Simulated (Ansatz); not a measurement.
Results of r²SCAN (plane waves, PAW; Ansatz, a program for electronic structure) for rock-salt LiI.

Settings: plane-wave cutoff 560 eV, 10×10×10 k mesh, Fermi–Dirac smearing 0.01 eV, scalar-relativistic PAW data made under PBE.

Properties against volume:

```csv
V (Å³/atom),P (GPa),direct gap at Γ (eV),smallest gap on the k mesh (eV)
25.619,1.48,5.423,5.009
26.164,0.93,5.320,5.009
26.710,0.44,5.224,5.007
27.255,0.00,5.132,5.006
27.800,-0.39,5.046,5.003
28.345,-0.75,4.964,4.961
28.890,-1.07,4.886,4.884
```

The fundamental gap (5.00 eV at the equilibrium volume, with added k points) lies elsewhere than Γ–Γ.

Measured, for comparison: band gap 6.4 eV (temperature not stated, no zero-point or thermal correction, our sources range from 6.10 to 6.40; as tabulated in Aguado et al. (1998), arXiv:cond-mat/9809176).

Spin–orbit coupling is not included; with these elements it can move the gap by several tenths of an eV or more.
